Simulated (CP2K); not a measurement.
# TaN in CP2K: the effect of functional

Crystal: TaN.

```
Ta N
1.0
     3.52301    0.00000    0.00000
     1.76150    3.05102    0.00000
     1.76150    1.01701    2.87653
Ta N
1 1
Direct
  0.00000 0.00000 0.00000
  0.25000 0.25000 0.25000
```

The cell comes from a database or a generator and needn't be the stable form of this composition.

Alike in all runs:

* Program: CP2K 2026.2
* Potentials or basis: POTENTIAL_UZH Ta GTH-PBE-q13, N GTH-PBE-q5; TZVP-MOLOPT-PBE-GTH basis
* Density cutoff: 9184 eV
* k mesh: 9 × 9 × 9
* Occupations: fermi-dirac, width 0.05 eV
* Spin: no spin polarisation

```csv
functional,pressure (GPa)
LDA,?
PBEsol,-31.6
WC,-31.1
BLYP,-21.0
OLYP,-29.7
TASK,-26.0
```

Question: What does the run with functional LDA give?

Answer: Pressure -33.7 GPa.

Caveats: the potentials were made for another functional, which shifts forces and pressure; the basis of atomic orbitals isn't converged, which shifts pressures, moduli and gaps; a pressure of tens of GPa on the cell as given is suspect, and the run, the potentials or the cell itself is likely at fault (some runs).

Runs at the PBE level aren't shown here.
